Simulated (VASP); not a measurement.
# Cs2AgBiBr6 (Fm-3m) in VASP: further runs

Runs on Cs2AgBiBr6. Level: PBE. Tasks: relaxation of cell and atoms, relaxation of the atoms.

All numbers are computed with VASP 6.6.1; they aren't measurements. Logs are shortened: lines on timing, memory, paths and dates and some standing lists are left out, and cuts for length are marked.

### 1 Starting point

Symmetry: Fm-3m, No. 225, cubic system. The conventional cell has a = 11.513 Å, b = 11.513 Å, c = 11.513 Å, α = 90.00°, β = 90.00°, γ = 90.00°. Cs (site symmetry -43m) is surrounded by 12 Br at 4.07 Å. Around Ag (site symmetry m-3m) lie 6 Br at 2.88 Å. Bi (site symmetry m-3m) is surrounded by 6 Br at 2.88 Å. Br (site symmetry 4mm) is surrounded by 1 Ag at 2.88 Å and 1 Bi at 2.88 Å.

### 2 Relaxation of cell and atoms, PBE

The input, INCAR:

```
SYSTEM = Cs2AgBiBr6
ALGO = Normal
EDIFF = 1E-7
EDIFFG = -0.005
ENCUT = 300
GGA = PE
IBRION = 2
ISIF = 3
ISMEAR = 0
LASPH = .True.
LCHARG = .False.
LREAL = .False.
LWAVE = .False.
NELM = 80
NSW = 90
PREC = Accurate
SIGMA = 0.03
```

The input, KPOINTS:

```
k-points
0
Gamma
  2 2 2
  0 0 0
```

The input, POSCAR:

```
Cs2AgBiBr6                              
1.0
    0.0000000000      5.7562518983      5.7562518983
    5.7562518983     -0.0000000000      5.7562518983
    5.7562518983      5.7562518983      0.0000000000
  Cs              Ag              Bi              Br            
     2     1     1     6
Direct
     0.2500000000000000    0.2500000000000000    0.2500000000000000
     0.7500000000000000    0.7500000000000000    0.7500000000000000
     0.5000000000000000    0.5000000000000000    0.5000000000000000
     0.0000000000000000    0.0000000000000000    0.0000000000000000
     0.2502705016426006    0.7497294983573995    0.2502705016426006
     0.2502705016426006    0.7497294983573995    0.7497294983573995
     0.7497294983573995    0.2502705016426006    0.7497294983573995
     0.7497294983573995    0.2502705016426006    0.2502705016426006
     0.2502705016426006    0.2502705016426006    0.7497294983573995
     0.7497294983573995    0.7497294983573995    0.2502705016426006
```

Potentials or basis: VASP PAW PBE potentials, release 64 (Cs_sv, Ag, Bi, Br).

Run with:

```bash
cat potpaw_PBE.64/Cs_sv/POTCAR potpaw_PBE.64/Ag/POTCAR potpaw_PBE.64/Bi/POTCAR potpaw_PBE.64/Br/POTCAR > POTCAR
mpirun -np 2 vasp_std > vasp.out
```

OUTCAR:

```text
SYSTEM = Cs2AgBiBr6
   EDIFF = 1E-7
   EDIFFG = -0.005
   ENCUT = 300
   GGA = PE
   IBRION = 2
   ISIF = 3
   ISMEAR = 0
   LASPH = .True.
   LREAL = .False.
   NELM = 80
   NSW = 90
   PREC = Accurate

 ion  position               nearest neighbor table
   1  0.250  0.250  0.250-
   2  0.750  0.750  0.750-
   3  0.500  0.500  0.500-   5 2.88   6 2.88   7 2.88   8 2.88   9 2.88  10 2.88
   4  0.000  0.000  0.000-   5 2.88   6 2.88   7 2.88   8 2.88   9 2.88  10 2.88
   5  0.250  0.750  0.250-   3 2.88   4 2.88
   6  0.250  0.750  0.750-   3 2.88   4 2.88
   7  0.750  0.250  0.750-   3 2.88   4 2.88
   8  0.750  0.250  0.250-   3 2.88   4 2.88
   9  0.250  0.250  0.750-   3 2.88   4 2.88
  10  0.750  0.750  0.250-   3 2.88   4 2.88

  LATTYP: Found a face centered cubic cell.
 ALAT       =    11.5125037966

  Lattice vectors:

 A1 = (   0.0000000000,   5.7562518983,   5.7562518983)
 A2 = (   5.7562518983,   0.0000000000,   5.7562518983)
 A3 = (   5.7562518983,   5.7562518983,   0.0000000000)

Analysis of symmetry for initial positions (statically):
=====================================================================
 Subroutine PRICEL returns:
 Original cell was already a primitive cell.

 Routine SETGRP: Setting up the symmetry group for a
 face centered cubic supercell.

 Subroutine GETGRP returns: Found 48 space group operations
 (whereof 48 operations were pure point group operations)
 out of a pool of 48 trial point group operations.

The static configuration has the point symmetry O_h .

Analysis of symmetry for dynamics (positions and initial velocities):
=====================================================================
 Subroutine PRICEL returns:
 Original cell was already a primitive cell.

 Routine SETGRP: Setting up the symmetry group for a
 face centered cubic supercell.

 Subroutine GETGRP returns: Found 48 space group operations
 (whereof 48 operations were pure point group operations)
 out of a pool of 48 trial point group operations.

The dynamic configuration has the point symmetry O_h .

 Subroutine INISYM returns: Found 48 space group operations
 (whereof 48 operations are pure point group operations),
 and found     1 'primitive' translations

----------------------------------------------------------------------------------------

                                     Primitive cell

  volume of cell :     381.4603

  direct lattice vectors                    reciprocal lattice vectors
     0.000000000  5.756251898  5.756251898    -0.086862078  0.086862078  0.086862078
     5.756251898  0.000000000  5.756251898     0.086862078 -0.086862078  0.086862078
     5.756251898  5.756251898  0.000000000     0.086862078  0.086862078 -0.086862078

  length of vectors
     8.140569503  8.140569503  8.140569503     0.150449532  0.150449532  0.150449532

  position of ions in fractional coordinates (direct lattice)
     0.250000000  0.250000000  0.250000000
     0.750000000  0.750000000  0.750000000
     0.500000000  0.500000000  0.500000000
     0.000000000  0.000000000  0.000000000
     0.250270502  0.749729498  0.250270502
     0.250270502  0.749729498  0.749729498
     0.749729498  0.250270502  0.749729498
     0.749729498  0.250270502  0.250270502
     0.250270502  0.250270502  0.749729498
     0.749729498  0.749729498  0.250270502

  ion indices of the primitive-cell ions
   primitive index   ion index
                 1           1
                 2           2
                 3           3
[... 78 lines left out ...]
  volume/ion in A,a.u.               =      38.15       257.42
  Fermi-wavevector in a.u.,A,eV,Ry     =   0.956158  1.806876 12.438960  0.914238
  Thomas-Fermi vector in A             =   2.085061
   LORBIT       =      0    0 simple, 1 ext, 2 COOP (PROOUT), +10 PAW based schemes
   GGA     = PE    functional components
   LHFCALC =     F    Hartree Fock is set to
   AEXX    =    0.0000 exact exchange contribution
   IVDW    =     0    specifies the selected vdW correction
   LEPSILON=     F    determine dielectric tensor
   LRPA    =     F    only Hartree local field effects (RPA)
 conjugate gradient relaxation of ions
 non-spin polarized calculation
 Gauss-broadening in eV      SIGMA  =   0.03
  energy-cutoff  :      300.00
  volume of cell :      381.46
 maximum number of plane-waves:      4573
 NGX is ok and might be reduce to    48
   NGX = 23   NGY = 23   NGZ = 23

--------------------------------------- Ionic step        1  -------------------------------------------

 number of electron      76.0000036 magnetization

 Free energy of the ion-electron system (eV)
  ---------------------------------------------------
  ext. energy  EPLUGINS =         0.00000000
  ---------------------------------------------------
  free energy    TOTEN  =       -29.45334981 eV

  energy without entropy =      -29.45334981  energy(sigma->0) =      -29.45334981

------------------------ aborting loop because EDIFF is reached ----------------------------------------

  FORCE on cell =-STRESS in cart. coord.  units (eV):
  Direction    XX          YY          ZZ          XY          YZ          ZX
  --------------------------------------------------------------------------------------
  -------------------------------------------------------------------------------------
  Total        0.0531795      0.0531795      0.0531795      0.0000000      0.0000000      0.0000000
  in kB        0.2233602      0.2233602      0.2233602      0.0000000      0.0000000      0.0000000
  external PRESSURE =       0.2233602 kB  Pullay stress =       0.0000000 kB

 VOLUME and BASIS-vectors are now :
 -----------------------------------------------------------------------------
  energy-cutoff  :      300.00
  volume of cell :      381.46
      direct lattice vectors                 reciprocal lattice vectors
     0.000000000  5.756251898  5.756251898    -0.086862078  0.086862078  0.086862078
     5.756251898  0.000000000  5.756251898     0.086862078 -0.086862078  0.086862078
     5.756251898  5.756251898  0.000000000     0.086862078  0.086862078 -0.086862078

 POSITION                                       TOTAL-FORCE (eV/Angst)
 -----------------------------------------------------------------------------------
      2.87813      2.87813      2.87813         0.000000     -0.000000     -0.000000
      8.63438      8.63438      8.63438         0.000000     -0.000000      0.000000
      5.75625      5.75625      5.75625        -0.000000     -0.000000     -0.000000
      0.00000      0.00000      0.00000        -0.000000     -0.000000      0.000000
      5.75625      2.88124      5.75625        -0.000000      0.004559      0.000000
      8.63126      5.75625      5.75625        -0.004559     -0.000000      0.000000
      5.75625      8.63126      5.75625        -0.000000     -0.004559      0.000000
      2.88124      5.75625      5.75625         0.004559     -0.000000      0.000000
      5.75625      5.75625      2.88124        -0.000000     -0.000000      0.004559
      5.75625      5.75625      8.63126        -0.000000     -0.000000     -0.004559
 -----------------------------------------------------------------------------------
    total drift:                               -0.000000      0.000000     -0.000000

  FREE ENERGIE OF THE ION-ELECTRON SYSTEM (eV)
  ---------------------------------------------------
  free  energy   TOTEN  =       -29.4533498133 eV

  energy  without entropy=      -29.4533498133  energy(sigma->0) =      -29.45334981

--------------------------------------- Ionic step        2  -------------------------------------------

 number of electron      76.0000036 magnetization

 Free energy of the ion-electron system (eV)
  ---------------------------------------------------
  ext. energy  EPLUGINS =         0.00000000
  ---------------------------------------------------
  free energy    TOTEN  =       -29.45337460 eV

  energy without entropy =      -29.45337460  energy(sigma->0) =      -29.45337460

 E-fermi :   0.7314     XC(G=0):  -7.8229

 val. band max:        0.5916090937   @ k =   0.5000   0.5000   0.0000
 cond. band min:       1.9102823769   @ k =   0.5000   0.0000   0.0000
 fundamental gap:      1.3186732832
 Fermi energy:         0.7313688328

 k-point     1 :       0.0000    0.0000    0.0000
  band No.  band energies     occupation
      1     -20.0282      2.00000
      2     -20.0242      2.00000
      3     -13.7590      2.00000
      4     -13.2067      2.00000
      5     -13.2067      2.00000
      6     -13.2067      2.00000
[... 136 lines left out ...]
     45       6.5644      0.00000
     46       6.7267      0.00000

------------------------ aborting loop because EDIFF is reached ----------------------------------------

  FORCE on cell =-STRESS in cart. coord.  units (eV):
  Direction    XX          YY          ZZ          XY          YZ          ZX
  --------------------------------------------------------------------------------------
  -------------------------------------------------------------------------------------
  Total        0.0054190      0.0054190      0.0054190     -0.0000000      0.0000000      0.0000000
  in kB        0.0227430      0.0227430      0.0227430     -0.0000000      0.0000000      0.0000000
  external PRESSURE =       0.0227430 kB  Pullay stress =       0.0000000 kB

 VOLUME and BASIS-vectors are now :
 -----------------------------------------------------------------------------
  energy-cutoff  :      300.00
  volume of cell :      381.75
      direct lattice vectors                 reciprocal lattice vectors
    -0.000000000  5.757728677  5.757728677    -0.086839799  0.086839799  0.086839799
     5.757728677  0.000000000  5.757728677     0.086839799 -0.086839799  0.086839799
     5.757728677  5.757728677 -0.000000000     0.086839799  0.086839799 -0.086839799

 POSITION                                       TOTAL-FORCE (eV/Angst)
 -----------------------------------------------------------------------------------
      2.87886      2.87886      2.87886        -0.000000     -0.000000     -0.000000
      8.63659      8.63659      8.63659         0.000000      0.000000      0.000000
      5.75773      5.75773      5.75773         0.000000     -0.000000     -0.000000
      5.75773     11.51546      5.75773         0.000000     -0.000000     -0.000000
      5.75773      2.88220      5.75773         0.000000      0.000376     -0.000000
      8.63326      5.75773      5.75773        -0.000376     -0.000000      0.000000
      5.75773      8.63326      5.75773         0.000000     -0.000376      0.000000
      2.88220      5.75773      5.75773         0.000376     -0.000000     -0.000000
      5.75773      5.75773      2.88220         0.000000     -0.000000      0.000376
      5.75773      5.75773      8.63326         0.000000     -0.000000     -0.000376
 -----------------------------------------------------------------------------------
    total drift:                                0.000000      0.000000     -0.000000

  FREE ENERGIE OF THE ION-ELECTRON SYSTEM (eV)
  ---------------------------------------------------
  free  energy   TOTEN  =       -29.4533746014 eV

  energy  without entropy=      -29.4533746014  energy(sigma->0) =      -29.45337460

 reached required accuracy - stopping structural energy minimisation
```

It took 40 s on 2 MPI ranks of Intel Xeon Platinum 8488C (Sapphire Rapids), shared host; peak memory 0.23 GiB.

What came out:

- Free energy: -29.4534 eV
- Relaxed volume: 38.18 Å³/atom
- Relaxed cell: a = 8.143 Å, b = 8.143 Å, c = 8.143 Å, α = 60.00°, β = 60.00°, γ = 60.00°
- Space group after relaxing (to 0.05 Å): Fm-3m (No. 225)
- Energy gained by relaxing: 0.0 meV/atom
- Ionic steps: 2
- Pressure after relaxing: 0.0 GPa
- Band gap on the k mesh: 1.32 eV, indirect (least direct gap 2.35 eV)

Final structure:
```cif
data_structure
_symmetry_space_group_name_H-M 'P 1'
_symmetry_Int_Tables_number 1
_cell_length_a 8.1427
_cell_length_b 8.1427
_cell_length_c 8.1427
_cell_angle_alpha 60.000
_cell_angle_beta 60.000
_cell_angle_gamma 60.000
_cell_volume 381.75
loop_
_atom_site_label
_atom_site_type_symbol
_atom_site_fract_x
_atom_site_fract_y
_atom_site_fract_z
_atom_site_occupancy
Cs1 Cs 0.25000 0.25000 0.25000 1
Cs2 Cs 0.75000 0.75000 0.75000 1
Ag1 Ag 0.50000 0.50000 0.50000 1
Bi1 Bi 0.00000 0.00000 0.00000 1
Br1 Br 0.25029 0.74971 0.25029 1
Br2 Br 0.25029 0.74971 0.74971 1
Br3 Br 0.74971 0.25029 0.74971 1
Br4 Br 0.74971 0.25029 0.25029 1
Br5 Br 0.25029 0.25029 0.74971 1
Br6 Br 0.74971 0.74971 0.25029 1
```

Caveat: the k mesh is coarse (spacing up to 0.47 Å⁻¹), so the values aren't converged; the cutoff is under 1.25 times the usual one of these potentials, so pressure, stress and relaxed cells hold a basis-set (Pulay) error; spin-orbit coupling is left out, which as a rule narrows the gap of such compounds by several tenths of an eV. A k mesh can miss the band edges.

### 3 Relaxation of the atoms, PBE (a relaxed cell with its volume scaled by 0.94)

The input, INCAR:

```
SYSTEM = Cs2AgBiBr6
ALGO = Fast
EDIFF = 1E-7
EDIFFG = -0.01
ENCUT = 300
GGA = PE
IBRION = 2
ISIF = 2
ISMEAR = 0
LASPH = .True.
LCHARG = .False.
LREAL = .False.
LWAVE = .False.
NELM = 80
NSW = 40
PREC = Accurate
SIGMA = 0.03
```

KPOINTS is that of step 2.

The input, POSCAR:

```
Cs2AgBiBr6                              
1.0
   -0.0000000000      5.6401910300      5.6401910300
    5.6401910300      0.0000000000      5.6401910300
    5.6401910300      5.6401910300     -0.0000000000
  Cs              Ag              Bi              Br            
     2     1     1     6
Direct
     0.2500000000000000    0.2500000000000000    0.2500000000000000
     0.7500000000000000    0.7500000000000000    0.7500000000000000
     0.5000000000000000    0.5000000000000000    0.5000000000000000
     1.0000000000000000    0.0000000000000000    1.0000000000000000
     0.2502896072630912    0.7497103927369088    0.2502896072630912
     0.2502896072630912    0.7497103927369088    0.7497103927369088
     0.7497103927369088    0.2502896072630912    0.7497103927369088
     0.7497103927369088    0.2502896072630912    0.2502896072630912
     0.2502896072630912    0.2502896072630912    0.7497103927369088
     0.7497103927369088    0.7497103927369088    0.2502896072630912
```

Potentials or basis: VASP PAW PBE potentials, release 64 (Cs_sv, Ag, Bi, Br).

Run with:

```bash
cat potpaw_PBE.64/Cs_sv/POTCAR potpaw_PBE.64/Ag/POTCAR potpaw_PBE.64/Bi/POTCAR potpaw_PBE.64/Br/POTCAR > POTCAR
mpirun -np 2 vasp_std > vasp.out
```

It took 51 s on 2 MPI ranks of Intel Xeon Platinum 8488C (Sapphire Rapids), shared host; peak memory 0.24 GiB.

Results (log left out):

| Property | Result |
| --- | --- |
| Free energy | -29.3476 eV |
| Energy gained by relaxing | 1.3 meV/atom |
| Ionic steps | 3 |
| Pressure after relaxing | 1.5 GPa |
| Band gap on the k mesh | 1.21 eV, indirect (least direct gap 2.42 eV) |

Step by step:
```csv
step,energy change (eV),largest force (eV/Å),pressure (GPa)
1,0.0000,0.2084,1.69
2,-0.0096,0.1096,1.60
3,-0.0133,0.0016,1.50
```

Final structure:
```xyz
10
Lattice="0.0000 5.6402 5.6402 5.6402 0.0000 5.6402 5.6402 5.6402 0.0000" Properties=species:S:1:pos:R:3 pbc="T T T"
Cs    2.8201    2.8201    2.8201
Cs    8.4603    8.4603    8.4603
Ag    5.6402    5.6402    5.6402
Bi    0.0000    0.0000    0.0000
Br    5.6402    2.8446    5.6402
Br    8.4358    5.6402    5.6402
Br    5.6402    8.4358    5.6402
Br    2.8446    5.6402    5.6402
Br    5.6402    5.6402    2.8446
Br    5.6402    5.6402    8.4358
```

Levels at points of the mesh, in eV from the valence-band top:
```csv
k point,band 36,band 37,band 38,band 39,band 40,band 41
"(0.00, 0.00, 0.00)",-1.18,-0.62,-0.62,2.21,2.21,2.21
"(0.50, 0.00, 0.00)",-1.42,-1.21,-1.21,1.21,3.57,3.57
"(0.50, 0.50, 0.00)",-1.20,-0.63,0.00,2.69,2.69,3.04
```

Caveat: the k mesh is coarse (spacing up to 0.48 Å⁻¹), so the values aren't converged; the cutoff is under 1.25 times the usual one of these potentials, so pressure, stress and relaxed cells hold a basis-set (Pulay) error; spin-orbit coupling is left out, which as a rule narrows the gap of such compounds by several tenths of an eV. A k mesh can miss the band edges.
